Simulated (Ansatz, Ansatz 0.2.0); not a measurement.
# Lattice constant of the cubic Laves phase LaAl2: from LDA and PBEsol to r2SCAN

## The measurement

LaAl2 is a nonmagnetic metal that crystallises as an ordered cubic Laves phase of the Cu2Mg type. Its structure has one free length, the edge $a$ of the conventional cube, for which a value of 8.153 Å is taken from a printed reference work on crystal structures of metal nitrides and aluminides (original work of 1965). The value is a compiled one; neither the method nor the temperature is given with it. An X-ray determination on a polycrystalline sample at room temperature is the likely origin, but this is an inference. If it is right, the measured edge contains thermal expansion and zero-point motion, both of which are absent from a static relaxation.

| compared with | measured | source's wording or label | method |
| --- | --- | --- | --- |
| a (Å) | 8.153 | cubic cell edge | compiled value, method not stated |

Conditions are those given with the value in the passage it was taken from; "not stated" means there, and the paper may say more elsewhere. The values are a selection: others may have been left out beforehand as unlike or outlying.

## Model and target

The aim is the cheapest level of theory that gives $a$ within 0.5 % of the measured edge, that is, within about 0.04 Å. This target is a choice of the study. It is tight enough to expose the usual error of a poorly suited functional, which is one per cent or more in a lattice constant, and it still leaves room for the difference between a static cell and a room-temperature one, roughly 0.2 to 0.4 % for a metal of this kind. A static result slightly below the measured edge is therefore physically preferable to one above it.

The model is the primitive cell of six atoms, without spin polarisation, since the 4f shell of lanthanum is empty. The atoms sit on sites fixed by symmetry, so each relaxation amounts to finding one length. The starting cell, with $a$ = 8.129 Å, comes from an earlier calculation and serves only as a starting point, not as a reference.

The work begins with the local density approximation at moderate settings and moves to a better functional if the error requires it. A miss is checked for numerical causes before a dearer functional is brought in, and the level that meets the target is checked for its response to the k mesh before a verdict is given.

Plain PBE isn't shown in this study.

System: LaAl2 (lanthanum dialuminide), cubic Laves, Cu2Mg type; Fd-3m (No. 227), 6 atoms in the primitive cell; the database structure is a structure relaxed by earlier theory, not a measurement: a = 8.129 Å; structure from the Materials Project.

On the selection of runs and values: Further runs on this system are not shown.

## 1. Local density approximation as the baseline

LDA is the simplest functional and among the least expensive to run. It usually binds metals too strongly, so a cell too small by one to two per cent is expected, more than the target allows. The run fixes the size of that error for this compound. A 6×6×6 mesh with 0.1 eV smearing is a reasonable start for a metal with a small primitive cell.

**Run 1.** Ansatz 0.2.0: LDA, cell and atoms relaxed from the database structure, PAW set soft_2, cutoff 420 eV (default), 6x6x6 k mesh, Gaussian smearing 0.1 eV.

Key lines of the input:
```
crystal:
  # lattice and atoms
kpoints:
  mp_grid: { grid: [6, 6, 6] }
hamiltonian:
  xc: lda
scf:
  occupations: { method: gaussian, width: 0.1 }
output:
  forces: true
  stress: true
relax:
  adjacent_minimum: "off"
  f_tol: 0.005
  max_steps: 60
  cell: { stress_tol: 0.03 }
```

Command:
```
ansatz run input.yaml --threads 4 --pin off --max-ram 16384MiB --backend cpu --events-out ev --progress --plain --runs-dir out
```

Selected lines of the output:
```
relax step   2: F+E_penalty+E_count = -14206.79789307 eV  [...]  max|allowed force component| = 3.296e-17 eV/Å  [...]  P = +1.995 GPa  Ω = 124.395 Å³  [...]
relax step   5: F+E_penalty+E_count = -14206.81582730 eV  [...]  max|allowed force component| = 3.180e-17 eV/Å  [...]  P = -0.023 GPa  Ω = 127.641 Å³  [...]
--- Relaxed structure (4 steps of the walk, 4 accepted, 1 SCFs on fresh bases) ---
```

Converged; 5.1 s on 4 cores of Arm Neoverse V1, shared host.

| quantity | run 1 | measured | deviation |
| --- | --- | --- | --- |
| a (Å) | 7.993 | 8.153 | −0.160 (−2.0 %) |
| conventional cell volume (Å³) | 510.57 |  |  |

LDA gives an edge 0.160 Å too short, a deviation of −2.0 % and four times the tolerance. The sign is the usual one for this functional. Thermal expansion and zero-point motion would lengthen the static edge, but by the few tenths of a per cent allowed for above they could remove only a small part of the gap. The relaxation itself ended cleanly, with a residual pressure close to zero on the rebuilt basis.

## 2. A gradient correction made for solids

The overbinding calls for a gradient correction. PBEsol is designed for the equilibrium lengths of solids and adds little to the effort of an LDA relaxation, so it is the natural next step, with potentials, cutoff and mesh left as they were. An edge clearly longer than the LDA one is expected, probably still somewhat below the measured value.

**Run 2.** Ansatz 0.2.0: PBEsol, cell and atoms relaxed from the database structure, PAW set soft_2, cutoff 420 eV (default), 6x6x6 k mesh, Gaussian smearing 0.1 eV.

Key lines of the input, as changed from run 1:
```diff
  hamiltonian:
-   xc: lda
+   xc: pbesol
```

Selected lines of the output:
```
relax step   4: F+E_penalty+E_count = -14423.75921599 eV  [...]  max|allowed force component| = 3.431e-17 eV/Å  [...]  P = -0.001 GPa  Ω = 130.892 Å³  [...]
relax step   5: F+E_penalty+E_count = -14423.75861697 eV  [...]  max|allowed force component| = 3.392e-17 eV/Å  [...]  P = -0.009 GPa  Ω = 130.892 Å³  [...]
```

Converged; wall time 5.8 s.

| quantity | run 2 | measured | deviation |
| --- | --- | --- | --- |
| a (Å) | 8.060 | 8.153 | −0.093 (−1.1 %) |
| conventional cell volume (Å³) | 523.57 |  |  |

PBEsol lengthens the edge by 0.067 Å relative to LDA and removes about two fifths of the error, but at −1.1 % the cell still lies well outside the target. The thermal and zero-point allowance would account for at most about a third of the gap. What remains is rather large for PBEsol, whose lattice constants for simple metals are usually good to about half a per cent.

## 3. Mesh and cutoff at the PBEsol level

Before a dearer functional is brought in, the numerical settings have to be ruled out as the source of the miss. Two runs change one setting each: a 10×10×10 mesh, because the Fermi surface of a metal may be poorly sampled at 6×6×6, and a cutoff of 590 eV, because a relaxation in a small basis can be biased by an incomplete stress. At a few seconds per relaxation the test is inexpensive. Shifts of no more than a few thousandths of an ångström are expected, far less than the 0.093 Å that is missing.

**Run 3.** Ansatz 0.2.0: PBEsol, cell and atoms relaxed from the database structure, PAW set soft_2, cutoff 420 eV (default), 10x10x10 k mesh, Gaussian smearing 0.1 eV.

Key lines of the input, as changed from run 2:
```diff
  kpoints:
-   mp_grid: { grid: [6, 6, 6] }
+   mp_grid: { grid: [10, 10, 10] }
```

Command:
```
ansatz run input.yaml --threads 8 --pin off --max-ram 16384MiB --backend cpu --events-out ev --progress --plain --runs-dir out
```

Selected lines of the output:
```
Basis set: ecut = 420 eV, 2637 PW (Γ) [...]
k-points: 47 of 1000
relax step   5: F+E_penalty+E_count = -14423.75476267 eV  [...]  max|allowed force component| = 1.725e-17 eV/Å  [...]  P = -0.009 GPa  Ω = 130.866 Å³  [...]
```

Converged; 14 s on 8 cores of Arm Neoverse N1, shared host.

**Run 4.** Ansatz 0.2.0: PBEsol, cell and atoms relaxed from the database structure, PAW set soft_2, cutoff 590 eV, 6x6x6 k mesh, Gaussian smearing 0.1 eV.

Key lines of the input, as changed from run 2:
```diff
+ basis:
+   ecutwfc: 590.0
```

Selected lines of the output:
```
Basis set: ecut = 590 eV, 4279 PW (Γ) [...]
relax step   5: F+E_penalty+E_count = -14423.76083170 eV  [...]  max|allowed force component| = 2.255e-17 eV/Å  [...]  P = -0.001 GPa  Ω = 130.869 Å³  [...]
```

Converged; wall time 8.7 s.

| quantity | run 3 | run 4 | measured |
| --- | --- | --- | --- |
| a (Å) | 8.059 | 8.059 | 8.153 |
| conventional cell volume (Å³) | 523.46 | 523.47 |  |

Neither setting matters for the miss. The denser mesh and the higher cutoff each change the edge by no more than 0.001 Å, about a hundredth of the gap to the measured value. The default cutoff and the 6×6×6 mesh are therefore sufficient for PBEsol with these potentials.

## 4. Other potentials for the same functional

Mesh and cutoff tests leave the potentials themselves untested, and a soft PAW set could shift the lattice constant, most plausibly through its description of lanthanum. A PBEsol relaxation with PseudoDojo norm-conserving pseudopotentials tests this before the functional is blamed. These potentials need a much higher cutoff, 1497 eV, so the run will be dearer, but for six atoms it remains affordable. If the PAW set is sound, the two edges should agree to within about 0.02 Å.

**Run 5.** Ansatz 0.2.0: PBEsol, PseudoDojo norm-conserving pseudopotentials, cell and atoms relaxed from the database structure, cutoff 1497 eV (default), 6x6x6 k mesh, Gaussian smearing 0.1 eV.

Key lines of the input, as changed from run 2:
```diff
  hamiltonian:
+   pseudopotentials: { kind: nc, accuracy: standard }
```

Selected lines of the output:
```
Basis set: ecut = 1496.626244 eV, 17153 PW (Γ) [...]
relax step   5: F+E_penalty+E_count = -2166.47247706 eV  [...]  max|allowed force component| = 3.778e-17 eV/Å  [...]  P = -0.001 GPa  Ω = 130.673 Å³  [...]
```

Converged; wall time 63 s.

| quantity | run 5 | measured | deviation |
| --- | --- | --- | --- |
| a (Å) | 8.055 | 8.153 | −0.098 (−1.2 %) |
| conventional cell volume (Å³) | 522.69 |  |  |

The norm-conserving potentials give an edge 0.005 Å shorter than the PAW set, well within the agreement asked for, and move it slightly further from the measured value. With mesh, cutoff and potentials all shifting the edge by far less than the 0.093 Å that is missing, the PBEsol miss belongs to the functional or to the reference, not to the numerical settings.

## 5. A meta-GGA

The next step is r2SCAN, which also uses the kinetic-energy density and can therefore distinguish metallic from covalent regions and closed shells. It costs more per step than PBEsol, and its default cutoff is higher, at 500 eV, but for this cell the additional effort should be modest. The PAW set and the 6×6×6 mesh are kept. A longer edge than with PBEsol is expected; it has to grow by a little over 0.05 Å to come within the target. Adding a dispersion correction to PBEsol would be less expensive, but its attraction would be expected to shorten a cell that is already too small.

**Run 6.** Ansatz 0.2.0: r2SCAN, cell and atoms relaxed from the database structure, PAW set soft_2, cutoff 500 eV (default), 6x6x6 k mesh, Gaussian smearing 0.1 eV.

Key lines of the input, as changed from run 1:
```diff
  hamiltonian:
-   xc: lda
+   xc: r2scan
```

Selected lines of the output:
```
relax step   1: F+E_penalty+E_count = -14694.25447594 eV  [...]  max|allowed force component| = 1.108e-18 eV/Å  [...]  P = +0.085 GPa  Ω = 134.289 Å³  (7 SCF iters, dr2 threshold 1.00e-7 [...]
relax step   2: F+E_penalty+E_count = -14694.25446997 eV  [...]  max|allowed force component| = 2.120e-17 eV/Å  [...]  P = -0.045 GPa  Ω = 134.541 Å³  [...]
relax step   4: F+E_penalty+E_count = -14694.25451054 eV  [...]  max|allowed force component| = 1.966e-17 eV/Å  [...]  P = -0.000 GPa  Ω = 134.454 Å³  [...]
```

Converged; 10 s on 4 cores of Arm Neoverse V1, shared host.

| quantity | run 6 | measured | deviation |
| --- | --- | --- | --- |
| a (Å) | 8.132 | 8.153 | −0.021 (−0.3 %) |
| conventional cell volume (Å³) | 537.82 |  |  |

r2SCAN brings the edge to 8.132 Å, 0.021 Å below the measured value and within the target. The remaining deviation of −0.3 % has the sign and rough size expected of a static cell compared with a room-temperature one.

The result lies only 0.003 Å from the starting edge, which itself came from a calculation, so it is worth asking whether the relaxation really found a minimum. The pressure changes sign between the first two steps and vanishes at a volume between them, and the PBEsol runs left the same starting cell without difficulty. The closeness to the start is therefore not a sign of a stalled relaxation, but neither is it independent support for the result.

## 6. Mesh sensitivity of the r2SCAN result

The mesh test made with PBEsol does not carry over automatically to r2SCAN, so the level that meets the target needs a check of its own. A relaxation on a 4×4×4 mesh shows how strongly the edge responds to the sampling, and also whether a lighter setting would do. A coarser mesh cannot prove the 6×6×6 one converged, but a change well below the remaining margin of about 0.02 Å would make a mesh error large enough to overturn the result unlikely.

**Run 7.** Ansatz 0.2.0: r2SCAN, cell and atoms relaxed from the database structure, PAW set soft_2, cutoff 500 eV (default), 4x4x4 k mesh, Gaussian smearing 0.1 eV.

Key lines of the input, as changed from run 6:
```diff
  kpoints:
-   mp_grid: { grid: [6, 6, 6] }
+   mp_grid: { grid: [4, 4, 4] }
```

Selected lines of the output:
```
Basis set: ecut = 500 eV, 3479 PW (Γ) [...]
k-points: 8 of 64
relax step   4: F+E_penalty+E_count = -14694.26372978 eV  [...]  max|allowed force component| = 1.927e-17 eV/Å  [...]  P = -0.001 GPa  Ω = 134.773 Å³  [...]
```

Converged; wall time 6.7 s.

| quantity | run 7 | measured | deviation |
| --- | --- | --- | --- |
| a (Å) | 8.139 | 8.153 | −0.014 (−0.2 %) |
| conventional cell volume (Å³) | 539.09 |  |  |

The coarser mesh lengthens the edge by 0.007 Å, about a third of the margin of 0.02 Å that the 6×6×6 result keeps to the edge of the target. Both meshes meet the target. The 4×4×4 value is nearer to the measured one, but only because of its coarser sampling, so it is no better as a result. As the saving is a few seconds, the 6×6×6 mesh remains the sensible choice.

The response to the mesh is larger than the one PBEsol showed between 6×6×6 and 10×10×10, as is plausible for a step starting from so coarse a grid. A denser mesh with r2SCAN is not shown in this report, so a residual sampling error of a few thousandths of an ångström cannot be excluded; an error large enough to overturn the pass seems unlikely. With the target met and the sampling checked in this way, the work can end here.

## Collected results

| run | settings | a (Å) | deviation | cost |
| --- | --- | --- | --- | --- |
| 1 | LDA, PAW set soft_2, cutoff 420 eV (default), 6x6x6 k mesh | 7.993 | −0.160 (−2.0 %) | under 1 core-min |
| 2 | PBEsol, PAW set soft_2, cutoff 420 eV (default), 6x6x6 k mesh | 8.060 | −0.093 (−1.1 %) | under 1 core-min |
| 3 | PBEsol, PAW set soft_2, cutoff 420 eV (default), 10x10x10 k mesh | 8.059 | −0.094 (−1.1 %) | 1.8 core-min |
| 4 | PBEsol, PAW set soft_2, cutoff 590 eV, 6x6x6 k mesh | 8.059 | −0.094 (−1.1 %) | 70 core-s |
| 5 | PBEsol, PseudoDojo norm-conserving pseudopotentials, cutoff 1497 eV (default), 6x6x6 k mesh | 8.055 | −0.098 (−1.2 %) | 8.4 core-min |
| 6 | r2SCAN, PAW set soft_2, cutoff 500 eV (default), 6x6x6 k mesh | 8.132 | −0.021 (−0.3 %) | under 1 core-min |
| 7 | r2SCAN, PAW set soft_2, cutoff 500 eV (default), 4x4x4 k mesh | 8.139 | −0.014 (−0.2 %) | under 1 core-min |
|  | measured | 8.153 |  |  |

Further runs on the same system, made beside this series (convergence steps with loose settings among them):

| further | settings | a (Å) | deviation | cost |
| --- | --- | --- | --- | --- |
| F1 | r2SCAN+rVV10, PAW set soft_2, cutoff 500 eV (default), 6x6x6 k mesh | 8.109 | −0.044 (−0.5 %) | 65 core-s |
| F2 | PBEsol+D3(BJ), PAW set soft_2, cutoff 420 eV (default), 6x6x6 k mesh | 7.945 | −0.208 (−2.5 %) | under 1 core-min |
| F3 | BLYP, PAW set soft_2, cutoff 420 eV (default), 6x6x6 k mesh | 8.288 | +0.135 (+1.7 %) | under 1 core-min |
| F4 | BLYP+D3(BJ), PAW set soft_2, cutoff 420 eV (default), 6x6x6 k mesh | 8.008 | −0.145 (−1.8 %) | under 1 core-min |
| F5 | PBEsol, PAW set soft_2, cutoff 420 eV (default), 4x4x4 k mesh | 8.063 | −0.090 (−1.1 %) | under 1 core-min |
|  | measured | 8.153 |  |  |

## Outcome

The r2SCAN relaxation on the 6×6×6 mesh meets the target: its edge of 8.132 Å lies 0.3 % below the measured 8.153 Å, at a cost of under one core-minute. Of the functionals shown here, r2SCAN without a dispersion correction is the only one that succeeds; the 4×4×4 mesh also meets the target and saves a few seconds, but its sampling is coarser. LDA, PBEsol and BLYP miss by 1.1 to 2.0 %, with BLYP erring on the long side. Plain PBE, a less expensive functional than r2SCAN, remains a sensible candidate.

The change from PBEsol to r2SCAN was the decisive step. The PBEsol checks of mesh, cutoff and potentials moved the edge by at most 0.005 Å; they did not improve the result, but they ruled out these settings as the cause of that functional's miss. Dispersion corrections shorten the cell in every pair of runs. With rVV10, r2SCAN falls narrowly outside the target, a margin too thin to rank the two variants on.

If the reference is a room-temperature value, thermal expansion and zero-point motion would lengthen the static edge by roughly 0.2 to 0.4 %, enough to account for the remaining gap. The agreement is then physically reasonable, but a single length cannot exclude a cancellation of errors within the functional. The origin of the compiled value also remains uncertain.

For r2SCAN, going from the 4×4×4 to the 6×6×6 mesh shortened the edge by 0.007 Å. A denser mesh, a higher cutoff and other potentials are not shown in this report for that functional, so its numerical error is less well established than that of PBEsol.

[Logs are printed without paths, hosts, clocks, repeated set-up lines and the standing remarks that a program may print on its own settings, such as how far it seeks lower states.]

[The runs shown are a pick from a larger set of finished runs; failed, doubtful and other runs were left out of it ahead of writing. So were measured values far from every level or from commonly accepted values, and agreement can look better than it is. Lines of input and output are excerpts and may be shortened.]
